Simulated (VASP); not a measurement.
# Ge: single point with PBE

The system is Ge.

```
Ge
1.0
    -2.49590    2.65086    1.43695
     2.49590   -2.65086    1.43695
     2.49590    2.65086   -1.43695
Ge
2
Direct
  0.31406 0.06406 0.25000
  0.68594 0.93594 0.75000
```

This isn't the form of Ge at room conditions, which is diamond.

```json
{"Program": "VASP 6.6.1", "Task": "single point", "Functional": "PBE", "Potentials or basis": "VASP PAW PBE potentials, release 64 (Ge)", "Cutoff": "500 eV", "k mesh": "11 × 11 × 11", "Occupations": "gaussian, width 0.05 eV", "Spin": "no spin polarisation", "Further INCAR settings": "ALGO = Fast; EDIFF = 1e-07; NBANDS = 11"}
```

```
Pressure               : 1.6 GPa
Largest force          : 0.057 eV/Å
Band gap on the k mesh : none (metal or under the smearing width)
```

Forces in eV/Å, atoms in the order of the input:
```
Ge   0.000  0.000  0.057
Ge   0.000  0.000 -0.057
```

Stress tensor (GPa, compression positive):
```
2.97 0.00 0.00
0.00 0.61 0.00
0.00 0.00 1.33
```

Levels at points of the mesh, in eV from the Fermi level:
```
           k point  band 1  band 2  band 3  band 4  band 5  band 6  band 7  band 8
(0.00, 0.00, 0.00)  -13.12   -3.83   -2.37   -1.93    3.42    6.94    7.16    7.88
```

Run time: 91 s on 1 thread of Intel(R) Xeon(R) Platinum 8488C (Sapphire Rapids) (shared host), peak memory 0.21 GiB.
